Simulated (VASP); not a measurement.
A run of VASP 6.6.1 is set up as follows.

INCAR

```
PREC = Accurate
ENCUT = 520
EDIFF = 1E-6
ISMEAR = -1
SIGMA = 0.1
LREAL = F
LASPH = T
NELM = 100
ALGO = Normal
ISIF = 2
LWAVE = F
LCHARG = T
GGA = PS
LELF = T
LVHAR = T
NBANDS = 14
```

KPOINTS

```
Automatic mesh
0
Gamma
  16 16 16
```

Contents of POSCAR:

```
Bi
1.0
   -1.8273229189      1.8273229189      1.8273229189
    1.8273229189     -1.8273229189      1.8273229189
    1.8273229189      1.8273229189     -1.8273229189
Bi
1
Direct
    0.0000000000      0.0000000000      0.0000000000
```

Potentials or basis: VASP PAW PBE potentials, release 64 (Bi_d).

Launch:

```bash
$ cat potpaw_PBE.64/Bi_d/POTCAR > POTCAR
$ mpirun -np 1 vasp_std > vasp.out
```

Task: What does it give for the pressure?

Result: 20.1 GPa.

Task: Predict the band gap on the k mesh.

Result: None (metal or under the smearing width).

Caveat: so large a pressure means that the cell lies far from this level's equilibrium, or that cutoff or potentials fall short; the potentials were made for another functional, which shifts forces and pressure; spin-orbit coupling is left out, which moves the levels of the heavy elements.
